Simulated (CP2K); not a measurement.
Crystal: SiC (Moissanite).

```
Si C
1.0
     3.07600    0.00000    0.00000
    -1.53800    2.66389    0.00000
     0.00000    0.00000    5.04800
Si C
2 2
Direct
  0.66667 0.33333 0.50000
  0.33333 0.66667 0.00000
  0.66667 0.33333 0.88500
  0.33333 0.66667 0.38500
```

Base run:

* Program: CP2K 2026.2
* Functional: PBE
* Potentials or basis: all electrons (GAPW); pob-TZVP-rev2 basis
* Density cutoff: 6803 eV
* k mesh: 10 × 10 × 5
* Occupations: fermi-dirac, width 0.05 eV
* Spin: no spin polarisation

Its results: band gap on the k mesh 2.64 eV, indirect (least direct gap 4.24 eV); pressure 9.3 GPa; largest force 0.807 eV/Å.

Question: The run is repeated on the same cell with these changes: potentials or basis from all electrons (GAPW); pob-TZVP-rev2 basis to all electrons (GAPW); pob-DZVP-rev2 basis; basis sets from Si pob-TZVP-rev2, C pob-TZVP-rev2 to Si pob-DZVP-rev2, C pob-DZVP-rev2. What comes out?

Answer: Band gap on the k mesh 2.80 eV, indirect (least direct gap 4.39 eV); pressure 6.9 GPa; largest force 0.797 eV/Å.

Caveats: an odd mesh through Γ misses points on the zone boundary, where band edges often lie; the basis of atomic orbitals isn't converged, which shifts pressures, moduli and gaps.
